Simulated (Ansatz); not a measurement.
## TiH: changing the functional

The cell as given:

The structure is cubic, space group Fm-3m (No. 225). The conventional cell has a = 4.179 Å, b = 4.179 Å, c = 4.179 Å, α = 90.00°, β = 90.00°, γ = 90.00°. Ti (site symmetry m-3m) is surrounded by 6 H at 2.09 Å. H (site symmetry m-3m) is surrounded by 6 Ti at 2.09 Å.

The cell comes from a database or a generator and needn't be the stable form of this composition.

Kept alike: task relaxation of cell and atoms; k mesh 11 × 11 × 11; occupations fermi-dirac, width 0.05 eV; no spin polarisation. Program: Ansatz, all-electron LAPW, scalar-relativistic. The mesh is that of the run's cell of 2 atoms. No spin-orbit coupling.

| run | volume (Å³/atom) |
| --- | --- |
| A | 8.641 |
| B | 8.902 |
| C | 9.443 |

The relaxations keep at least the cell's symmetry (Fm-3m). Relaxations stop with a little pressure left, so the last digits of a volume or edge aren't settled.

Q: The runs differ in the functional alone: BLYP; LDA; PBEsol. Which run is which?

A: Run A is LDA; run B is PBEsol; run C is BLYP. The volume runs from 8.641 (LDA) to 9.443 Å³/atom (BLYP).
